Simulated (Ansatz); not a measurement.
WC in Ansatz: the effect of strain

WC:

```xyz
2
Lattice="0.0000 2.1927 2.1927 2.1708 0.0000 2.1927 2.1708 2.1927 0.0000" Properties=species:S:1:pos:R:3 pbc="T T T"
W     0.0000    0.0000    0.0000
C     2.1708    2.1927    2.1927
```

Measurements of this composition are mostly on another form, of space group No. 187.

The cell isn't the ideal one: strained by -1 %.

Alike in all runs:

* Program: Ansatz 0.2.0
* Task: relaxation of the atoms
* Functional: PBE
* Potentials or basis: Ansatz PAW
* Cutoff: 420 eV (not typed: the program's choice for these potentials)
* k mesh: 10 × 10 × 10
* Occupations: fermi-dirac, width 0.05 eV
* Spin: no spin polarisation

Each run relaxes the cell or the atoms first.

```csv
strain,pressure (GPa)
-0.01,2.3
0.01,-4.9
0.02,?
```

Question: What does the run with strain 0.02 give?

Answer: Pressure -8.0 GPa.

Caveats: the relaxation stopped at its first step, so nothing moved; the thresholds are loose for stress.
